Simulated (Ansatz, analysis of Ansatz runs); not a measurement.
# BaZrO3 (I4/mcm): a line between two O sites for an added hole

Question: does an added hole stay on the O atom where it is started in BaZrO3 (I4/mcm), and if so, how high is the barrier for a hop to another O site nearby? Model: a cell of 80 host atoms.

Main program and level: Ansatz 0.2.0; plane-wave PAW DFT, PBEsol+U; relaxation of all atoms of a supercell at fixed charge in a uniform background; PAW set soft_1.

Report form: the programs' logs are mostly left out.

In doubt: warnings of the run leave room for a lower electronic state (Ansatz), so energies may not be the lowest and differences between runs may mislead.

### 1. The structure

The cell holds 80 atoms: 16 Ba, 16 Zr and 48 O. Its edges and angles: a = 11.823 Å, b = 11.823 Å, c = 11.823 Å, α = 120.2°, β = 120.2°, γ = 89.7°. It derives from BaZrO3 (space group I4/mcm). Nearest the centre at fractional (0.631, 0.619, 0.375): O76 at 1.48 Å, O70 at 1.48 Å, Zr74 at 1.48 Å, Ba42 at 2.48 Å, O78 at 2.57 Å, O67 at 2.57 Å, Ba21 at 2.64 Å, O5 at 3.30 Å.

Hubbard terms: O p 6.0 eV. They were chosen, not fitted, to curb self-interaction in the shells named, the trial site's among them. The two sites are O76 and O70. The cell's shortest repeat is 11.8 Å.

### 2. The cell without the carrier

The neutral cell is relaxed first, from small random displacements, so that bond lengths and moments with the carrier can be set beside those of a relaxed cell without it.

neutral.relax/input.yaml reads:

```yaml
crystal:
  lattice:
    - [-5.89791466, 5.89791466, 8.37940815]
    - [5.89791466, -5.89791466, 8.37940815]
    - [5.89791466, 5.89791466, -8.37940815]
  atoms:
    - { symbol: Ba, position: [0.375, 0.125, 0.25] }
    - { symbol: Ba, position: [0.125, 0.375, 0.25] }
    - { symbol: Zr, position: [0.0, 0.0, 0.0] }
    - { symbol: Zr, position: [0.25, 0.25, 0.0] }
    - { symbol: O, position: [0.375, 0.375, 0.0] }
    - { symbol: O, position: [0.125, 0.125, 0.0] }
    - { symbol: O, position: [0.113285, 0.363285, 0.47657] }
    - { symbol: O, position: [0.386715, 0.136715, 0.02343] }
[... 68 atom lines left out ...]
    - { symbol: O, position: [0.613285, 0.863285, 0.97657] }
    - { symbol: O, position: [0.886715, 0.636715, 0.52343] }
    - { symbol: O, position: [0.863285, 0.886715, 0.75] }
    - { symbol: O, position: [0.636715, 0.613285, 0.75] }
basis:
  ecutwfc: 420
  xc_grid: 2
hamiltonian:
  xc: pbesol
  hubbard:
    sites: [{ species: O, l: p, u_eff: 6.0 }]
    projectors: ortho-atomic
  pseudopotentials: { kind: paw, azcp: { folder: soft_1 }, xc_functional: pbe }
kpoints:
  mp_grid: { grid: [1, 1, 1] }
scf:
  occupations: { method: fermi_dirac, width: 0.01 }
  max_iter: 120
  lower_state_search: "off"
output:
  forces: true
relax:
  f_tol: 0.02
  max_steps: 70
  random_displacement: { amplitude: 0.04, seed: 7265 }
checkpoint:
  write: "../neutral.relax.run"
  compress: false
  write_wavefunctions: true
  write_every: 100000
```

Run with:

```bash
$ ansatz run input.yaml --threads 8 --pin off --max-ram 17899MiB --backend cpu --events-out ev --progress --plain --runs-dir out
```

Wall time 29 s (8 threads of INTEL XEON PLATINUM 8581C at 2.10GHz (Emerald Rapids), shared host); peak memory 1.9 GiB.

The largest displacement from an ideal site is 0.068 Å.

### 3. The hole on the first site

The nearest neighbour or neighbours of the site start displaced and the site's starting moment is changed by the carrier's spin, since a carrier doesn't trap itself in the undistorted lattice.

A.relax/input.yaml reads:

```yaml
crystal:
  lattice:
    - [-5.89791466, 5.89791466, 8.37940815]
    - [5.89791466, -5.89791466, 8.37940815]
    - [5.89791466, 5.89791466, -8.37940815]
  atoms:
    - { symbol: Ba, position: [0.375683, 0.125141, 0.250513] }
    - { symbol: Ba, position: [0.125776, 0.374998, 0.250371] }
    - { symbol: Zr, position: [0.000693, 0.000119, 0.000453] }
    - { symbol: Zr, position: [0.250692, 0.250072, 0.000389] }
    - { symbol: O, position: [0.375498, 0.374053, -0.00082] }
    - { symbol: O, position: [0.125805, 0.12611, 0.001551] }
    - { symbol: O, position: [0.110328, 0.35976, 0.469124] }
    - { symbol: O, position: [0.391008, 0.140416, 0.031804] }
[... 68 atom lines left out ...]
    - { symbol: O, position: [0.610388, 0.859798, 0.969036] }
    - { symbol: O, position: [0.891094, 0.640503, 0.531828] }
    - { symbol: O, position: [0.860549, 0.891282, 0.750446] }
    - { symbol: O, position: [0.640808, 0.608818, 0.750424] }
total_charge: 1
basis:
  ecutwfc: 420
  xc_grid: 2
hamiltonian:
  xc: pbesol
  hubbard:
    sites: [{ species: O, l: p, u_eff: 6.0 }]
    projectors: ortho-atomic
  pseudopotentials: { kind: paw, azcp: { folder: soft_1 }, xc_functional: pbe }
kpoints:
  mp_grid: { grid: [1, 1, 1] }
magnetization:
  spin_polarized: true
  initial_magnetization: 1
  spin_locking: { lock_magnetization: hard }
scf:
  occupations: { method: fermi_dirac, width: 0.01 }
  max_iter: 120
  lower_state_search: "off"
output:
  forces: true
relax:
  f_tol: 0.015
  max_steps: 70
  escape_saddle: false
checkpoint:
  write: "../A.relax.run"
  compress: false
  write_wavefunctions: true
  write_every: 100000
```

The job ended after 4.4 min (8 threads; peak memory 3 GiB; 32 min of CPU time).

Step by step:

```
step  energy less that of the first step (eV)  largest force component (eV/Å)
   1                                   0.0000                          4.4523
   2                                   0.4803                          1.6424
   3                                  -0.6325                          1.2597
   4                                  -0.6363                          1.0822
   5                                  -0.7548                          0.1196
   6                                  -0.7617                          0.0667
   7                                  -0.7703                          0.1110
   8                                  -0.7747                          0.0725
   9                                  -0.7788                          0.0340
  10                                  -0.7791                          0.0396
  11                                  -0.7791                          0.0778
  12                                  -0.7791                          0.0397
  13                                  -0.7791                          0.0769
  14                                  -0.7799                          0.0118
```

Relaxation steps 2, 11, 13 were tried and not accepted.

The atoms that moved most (Å):

```
atom      dx      dy      dz  length
 O70   0.041   0.002  -0.106   0.114
 O79  -0.039  -0.005  -0.102   0.109
Zr73  -0.001   0.000   0.108   0.108
Zr74  -0.001  -0.001  -0.108   0.108
  O9   0.001   0.040   0.098   0.106
 O80  -0.003  -0.037   0.095   0.102
Ba72   0.062  -0.013  -0.015   0.065
Ba42  -0.057   0.013  -0.015   0.061
```

The moves above count from the input, in which the site's nearest neighbours were already displaced; the distances below compare with the cell without the carrier.

Distances from O76 without and with the hole:

```
atom  without (Å)  with (Å)
Zr73         2.09      2.24
Zr74         2.09      2.24
 O70         2.97      2.87
 O79         2.97      2.87
  O9         2.97      2.88
```

The largest changes of the moments are 0.82 μB on O76, 0.02 μB on O70 and 0.02 μB on O79. The largest part sits on the chosen site.

### 4. The hole on the second site

The same start is made on the second site, to get the end of the hop.

B.relax/input.yaml reads:

```yaml
crystal:
  lattice:
    - [-5.89791466, 5.89791466, 8.37940815]
    - [5.89791466, -5.89791466, 8.37940815]
    - [5.89791466, 5.89791466, -8.37940815]
  atoms:
    - { symbol: Ba, position: [0.375683, 0.125141, 0.250513] }
    - { symbol: Ba, position: [0.125776, 0.374998, 0.250371] }
[... 39 atom lines left out ...]
    - { symbol: Ba, position: [0.625657, 0.374953, 0.250351] }
[... 24 atom lines left out ...]
    - { symbol: O, position: [0.610388, 0.859801, 0.469198] }
[... 2 atom lines left out ...]
    - { symbol: O, position: [0.640791, 0.608894, 0.250446], spin: 1.0 }
[... 3 atom lines left out ...]
    - { symbol: Zr, position: [0.765042, 0.765681, 0.530375] }
[... 1 atom line left out ...]
    - { symbol: O, position: [0.625905, 0.626005, 0.501562] }
[... 1 atom line left out ...]
    - { symbol: O, position: [0.891094, 0.640503, 0.531828] }
[... 1 atom line left out ...]
    - { symbol: O, position: [0.640808, 0.608818, 0.750424] }
total_charge: 1
basis:
  ecutwfc: 420
  xc_grid: 2
hamiltonian:
  xc: pbesol
  hubbard:
    sites: [{ species: O, l: p, u_eff: 6.0 }]
    projectors: ortho-atomic
  pseudopotentials: { kind: paw, azcp: { folder: soft_1 }, xc_functional: pbe }
kpoints:
  mp_grid: { grid: [1, 1, 1] }
magnetization:
  spin_polarized: true
  initial_magnetization: 1
  spin_locking: { lock_magnetization: hard }
scf:
  occupations: { method: fermi_dirac, width: 0.01 }
  max_iter: 120
  lower_state_search: "off"
output:
  forces: true
relax:
  f_tol: 0.015
  max_steps: 70
  escape_saddle: false
checkpoint:
  write: "../B.relax.run"
  compress: false
  write_wavefunctions: true
  write_every: 100000
```

It took 1.8 min on 8 threads; peak memory 3 GiB.

Distances from O70 without and with the hole:

```
atom  without (Å)  with (Å)
Zr74         2.10      2.26
Zr63         2.10      2.26
Ba42         2.77      2.87
Ba61         2.78      2.88
```

The largest changes of the moments are 0.83 μB on O70, 0.02 μB on O67 and 0.02 μB on O28. The largest part sits on the chosen site.

### 5. Points on the line between the two structures

All atoms move on the straight line between the two relaxed structures, 3.97 amu^1/2 Å long in mass-weighted terms. Each point starts from the state of the point before, once from either end, so that both localised states can be followed; the midpoint is also started with the carrier shared.

A.x0500/input.yaml reads:

```yaml
crystal:
  lattice:
    - [-5.89791466, 5.89791466, 8.37940815]
    - [5.89791466, -5.89791466, 8.37940815]
    - [5.89791466, 5.89791466, -8.37940815]
  atoms:
    - { symbol: Ba, position: [0.375265, 0.122751, 0.249273] }
    - { symbol: Ba, position: [0.123737, 0.374533, 0.249096] }
[... 39 atom lines left out ...]
    - { symbol: Ba, position: [0.625198, 0.369012, 0.248481] }
[... 24 atom lines left out ...]
    - { symbol: O, position: [0.610358, 0.857143, 0.465512] }
[... 2 atom lines left out ...]
    - { symbol: O, position: [0.636498, 0.608655, 0.252277] }
[... 3 atom lines left out ...]
    - { symbol: Zr, position: [0.758979, 0.759763, 0.509827] }
[... 1 atom line left out ...]
    - { symbol: O, position: [0.626755, 0.626955, 0.502399], spin: 1.0 }
[... 1 atom line left out ...]
    - { symbol: O, position: [0.888006, 0.640035, 0.527541] }
[... 1 atom line left out ...]
    - { symbol: O, position: [0.641775, 0.611791, 0.748723] }
total_charge: 1
basis:
  ecutwfc: 420
  xc_grid: 2
hamiltonian:
  xc: pbesol
  hubbard:
    sites: [{ species: O, l: p, u_eff: 6.0 }]
    projectors: ortho-atomic
  pseudopotentials: { kind: paw, azcp: { folder: soft_1 }, xc_functional: pbe }
kpoints:
  mp_grid: { grid: [1, 1, 1] }
magnetization:
  spin_polarized: true
  initial_magnetization: 1
  spin_locking: { lock_magnetization: hard }
scf:
  occupations: { method: fermi_dirac, width: 0.01 }
  max_iter: 120
  lower_state_search: "off"
output:
  forces: true
  eigenvalues: true
  eigenstates: { localisation: true }
  write_density: true
  write_potential: true
  volumetric_format: npy
checkpoint:
  read: "../A.x0375.run"
  write: "../A.x0500.run"
  compress: false
  write_wavefunctions: true
  write_every: 100000
```

The job ended after 28 s (8 threads; peak memory 2.9 GiB; 3.3 min of CPU time).

States next to the filling edge at the first k-point, on the run's own zero (eigenstates.tsv). The participation number counts the atoms that a state is spread over, of 80; bands count from 0.

```
spin  band  energy (eV)  occupation  participation  largest share on  share
down   313        8.128        1.00           36.1               O70   0.06
down   314        8.133        1.00           32.7               O57   0.06
down   315        8.143        1.00           17.8               O40   0.07
down   316        8.198        1.00           16.1               O57   0.09
down   317        8.256        1.00            6.3               O70   0.36
down   318        8.319        1.00            7.2               O70   0.33
down   319        9.805        0.00            2.1               O76   0.69
down   320       12.588        0.00           33.3              Zr73   0.08
down   321       12.594        0.00           36.6              Zr73   0.06
down   322       12.681        0.00           29.6              Zr73   0.07
down   323       12.854        0.00           31.0              Zr73   0.05
  up   314        8.114        1.00           40.7                O5   0.04
  up   315        8.127        1.00           30.7               O28   0.07
  up   316        8.141        1.00           17.9               O40   0.07
  up   317        8.156        1.00           19.9               O70   0.15
  up   318        8.195        1.00           16.0               O57   0.10
  up   319        8.286        1.00            8.9               O70   0.28
  up   320       12.589        0.00           33.2              Zr73   0.07
  up   321       12.596        0.00           36.3              Zr73   0.06
  up   322       12.682        0.00           29.6              Zr73   0.07
  up   323       12.856        0.00           30.8              Zr73   0.06
  up   324       12.865        0.00           29.0               Zr3   0.06
```

Under PBEsol+U (6 eV) at the zone centre alone, the highest filled state is spin down, spread over 7 of 80 atoms, and the lowest empty one, 1.49 eV above it, is spin down, spread over 2 of 80 atoms.

The largest moments in the atoms' spheres: O76 0.75, O70 0.09, O80 0.04, O9 0.03, O79 0.03, Zr74 -0.01 μB.

Spin density in the ac plane at fractional y = 0.619, through the centre, with atoms of Ba and O within 0.45 Å of it.

Ten even steps from '0' (0.0 e/Å³) to '9' (1.4 e/Å³), each cell a mean:
```
000000000000000000000000000000000
000000000000000000000000000000000
000000000000000000000000000000000
000000000000000000000000000000000
000000000000000000000000000000000
000000000000000000000000000000000
000000000000000000000000000000000
000000000000000000000000000000000
000000000000000000000000000000000
000000000000000000000000000000000
000000000000000000001310000000000
000000000000000000004500000000000
000000000000000000039400000000000
000000000000000000022000000000000
000000000000000000000000000000000
000000000000000000000000000000000
000000000000000000000000000000000
000000000000000000000100000000000
000000000000000000000000000000000
000000000000000000000000000000000
000000000000000000000000000000000
000000000000000000000000000000000
000000000000000000000000000000000
000000000000000000000000000000000
```
Columns run along a (11.8 Å), rows up along c (11.8 Å). Atoms in or near the plane, at fractional coordinates: Ba at (0.37, 0.25), O at (0.13, 0.00), O at (0.39, 0.04), O at (0.14, 0.25), Ba at (0.37, 0.75), O at (0.13, 0.50), O at (0.39, 0.53), O at (0.14, 0.75), Ba at (0.88, 0.25), O at (0.63, 0.00), O at (0.89, 0.03), O at (0.64, 0.25), Ba at (0.88, 0.75), O at (0.63, 0.50) and more.

Valence density in the ac plane at fractional y = 0.619, through the centre, with atoms of Ba and O within 0.45 Å of it. It is the smooth field of the valence electrons, not physical close to the nuclei.

Values in e/Å³, 13 rows by 16 columns, each cell a mean:
```
0.4 2.6 2.0 0.2 0.2 1.1 0.9 0.1 0.3 2.6 1.9 0.2 0.3 1.3 1.0 0.1
0.2 0.2 0.2 0.3 0.1 0.1 0.3 0.2 0.2 0.2 0.2 0.2 0.1 0.1 0.3 0.3
0.1 0.6 3.2 1.3 0.2 0.8 1.1 0.9 0.1 0.5 3.0 1.3 0.2 0.8 1.1 1.0
0.2 1.8 3.6 0.5 0.7 1.0 1.0 0.5 0.2 1.8 3.9 0.6 0.6 1.1 1.0 0.5
0.2 0.3 0.2 0.1 0.4 0.7 0.4 0.2 0.2 0.4 0.2 0.1 0.4 0.6 0.4 0.1
0.2 0.5 1.4 0.5 0.1 0.6 2.4 0.8 0.2 0.4 1.3 0.4 0.1 0.6 2.1 0.7
0.3 3.4 4.2 0.4 0.2 2.3 3.4 0.4 0.3 3.3 4.3 0.4 0.2 2.4 3.4 0.4
0.3 0.8 0.4 0.2 0.2 0.4 0.2 0.1 0.2 0.7 0.4 0.1 0.2 0.4 0.2 0.1
0.1 0.2 0.8 0.6 0.1 0.3 0.8 0.6 0.1 0.2 0.9 0.6 0.1 0.3 0.8 0.7
0.2 1.7 5.3 1.1 0.4 1.0 1.0 0.8 0.2 1.8 5.1 1.0 0.3 1.0 0.9 0.9
0.2 1.0 0.9 0.2 0.7 1.1 0.8 0.2 0.2 0.9 0.8 0.1 0.6 1.1 0.9 0.2
0.2 0.2 0.3 0.2 0.2 0.3 0.6 0.5 0.2 0.2 0.3 0.2 0.2 0.3 0.6 0.4
0.2 1.8 3.8 0.6 0.1 1.6 4.4 0.9 0.2 1.8 3.9 0.6 0.2 1.7 4.4 0.9
```
Columns run along a (11.8 Å), rows up along c (11.8 Å). Atoms in or near the plane, at fractional coordinates: Ba at (0.37, 0.25), O at (0.13, 0.00), O at (0.39, 0.04), O at (0.14, 0.25), Ba at (0.37, 0.75), O at (0.13, 0.50), O at (0.39, 0.53), O at (0.14, 0.75), Ba at (0.88, 0.25), O at (0.63, 0.00), O at (0.89, 0.03), O at (0.64, 0.25), Ba at (0.88, 0.75), O at (0.63, 0.50) and more.

Electrostatic potential energy in the ac plane at fractional y = 0.619, through the centre, with atoms of Ba and O within 0.45 Å of it. With pseudopotentials it is smooth inside the atoms' cores, unlike the true potential.

Values in eV, 13 rows by 16 columns, each cell a mean:
```
 13 -10  -3   9  11   5   7  13  13  -9  -3   9  11   2   5  13
 12  14  11   9  13  13   7   7  13  14  11   9  13  12   6   6
 10  10 -12   3  10 -14 -33 -12  11  11 -11   2  11 -14 -35 -16
 13  -3 -14  10  -5 -40 -35   0  13  -3 -17   9  -3 -39 -35  -1
 11   9  13  12   2  -8   5  12  11   9  12  11   3  -5   5  13
  5   6   1  12  13   9  -7   6   6   5  -2  10  13  10  -5   7
 11 -15 -20  10  12  -8 -14  10  10 -18 -23   9  12  -9 -14  10
 14   7   9   8  11  13  13  12  12   4   8  10  13  13  13  12
 10  13   6   9  13   4 -11  -3  11  13   5  10  14   6 -10  -5
 12   0 -26   4   3 -33 -42  -9  13  -1 -25   6   6 -30 -43 -14
 13   5   6  12  -6 -30 -14  10  14   6   8  13  -2 -29 -17   8
  7   7  12  13   9   9   9  12   9   9  13  14  10   9   9  11
  8  -3 -18  10  14   0 -22   5   8  -2 -18  10  14  -1 -22   5
```
Columns run along a (11.8 Å; values clipped at the 3rd and 97th percentile), rows up along c (11.8 Å). Atoms in or near the plane, at fractional coordinates: Ba at (0.37, 0.25), O at (0.13, 0.00), O at (0.39, 0.04), O at (0.14, 0.25), Ba at (0.37, 0.75), O at (0.13, 0.50), O at (0.39, 0.53), O at (0.14, 0.75), Ba at (0.88, 0.25), O at (0.63, 0.00), O at (0.89, 0.03), O at (0.64, 0.25), Ba at (0.88, 0.75), O at (0.63, 0.50) and more.

Free energies from the first end:

```
started from  fraction  energy (eV)  moment change on O76 (μB)  on O70 (μB)
  first site         0        0.000                       0.82         0.03
  first site     0.125        0.027                       0.81         0.03
  first site      0.25        0.104                       0.80         0.04
  first site     0.375        0.230                       0.78         0.06
  first site       0.5        0.399                       0.75         0.09
  first site     0.625        0.194                       0.00         0.80
 second site     0.875       -0.013                       0.00         0.82
 second site      0.75        0.065                       0.00         0.81
 second site     0.625        0.194                       0.00         0.80
 second site       0.5        0.372                       0.01         0.78
 second site     0.375        0.230                       0.78         0.06
      shared       0.5        0.484                       0.45         0.45
 second site         1       -0.040                       0.00         0.83
```

### 6. What came out

| Quantity | Value |
| --- | --- |
| barrier forward | 0.37 eV |
| barrier backward | 0.41 eV |
| distance of the two sites without the carrier | 2.97 Å |
| carrier at the midpoint | on one site |

On this line the hole must cross 0.37 eV to hop 2.97 Å; the second site lies 0.04 eV lower, and the way back costs 0.41 eV. At the midpoint the lowest state found keeps the carrier on one site, so the two localised curves cross in a cusp. This suggests weak coupling and a hop slower than the barrier alone implies, though U itself penalises the shared state. With an assumed attempt frequency of 1e13 per second the rate at 300 K would be 6e+06 per second for this barrier, if every crossing succeeded. A straight line need not be the lowest path, so the true barrier at this U can be lower, or higher if the ends can still break their symmetry; the top can also fall between the computed points, which would raise it. No run compares the localised hole with one spread in the band, so its binding is unknown and the barrier may exceed it. The program's search for lower electronic states was switched off in all runs, so that each state is followed; none is shown to be the lowest at its structure. No image-charge correction is applied; it nearly cancels along the line while the charge stays localised. What this leaves open: sampling at the zone centre alone can move energies of charged and open-shell states by tenths of an eV or more in cells of this size; gap and trapping depend on the U chosen (O p 6.0 eV); spin–orbit coupling, which can matter with heavy atoms, is left out.

[Logs are printed without paths, hosts, clocks, repeated set-up lines and the standing remarks that a program may print on its own settings, such as how far it seeks lower states.]

[Hosts, paths, dates, database ids (printed as entryN), source tags and the programs' standing remarks are cut or masked in the printed files.]
